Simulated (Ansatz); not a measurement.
**Sc: experiment and calculation**

**The experiment to reproduce.**

A printed reference work, data compilation reports, for a bulk crystal of Sc: lattice constant a 3.31 Å; lattice constant c 5.274 ± 0.002 Å.

The runs below are set against these values where they give the same quantity.

Level of theory: Ansatz 0.2.0, DFT PBE, scalar-relativistic, plane waves, PAW.

Settings: cutoff 420 eV, Γ-centred mesh 15×15×8 on the computed 2-atom cell, Gaussian smearing of 0.10 eV; no spin polarisation.

Relaxed structure, symmetry kept:

```cif
data_structure
_symmetry_space_group_name_H-M 'P6_3/mmc'
_symmetry_Int_Tables_number 194
_cell_length_a 3.3195
_cell_length_b 3.3195
_cell_length_c 5.1626
_cell_angle_alpha 90.000
_cell_angle_beta 90.000
_cell_angle_gamma 120.000
_cell_volume 49.27
loop_
_atom_site_label
_atom_site_type_symbol
_atom_site_symmetry_multiplicity
_atom_site_Wyckoff_symbol
_atom_site_fract_x
_atom_site_fract_y
_atom_site_fract_z
_atom_site_occupancy
Sc1 Sc 2 c 0.33333 0.66667 0.25000 1
```

| Quantity | Value |
| --- | --- |
| Space group | P6_3/mmc (No. 194) |
| Volume per atom | 166.2 bohr³ |
| Formation energy from the elements' standard states (uncorrected) | +0.002 eV/atom |
| Kohn–Sham band gap | none (metal) |
| Density of states at the Fermi level | 4.13 states/eV per cell |
| Löwdin character within 0.5 eV of the Fermi level | Sc 3d 86 %, unprojected 10 % |
| Bulk modulus | 54 GPa |
| Its pressure derivative | 3.4 |

A measured lattice constant a of Sc is 3.31 Å (a printed reference work, data compilation); the calculated 3.319 Å misses it by +0.3 %. The measured value has few digits, which limits the comparison. A measured lattice constant c of Sc is 5.274 Å (a printed reference work, data compilation); the calculated 5.163 Å misses it by -2.1 %. The calculation is for 0 K without zero-point motion.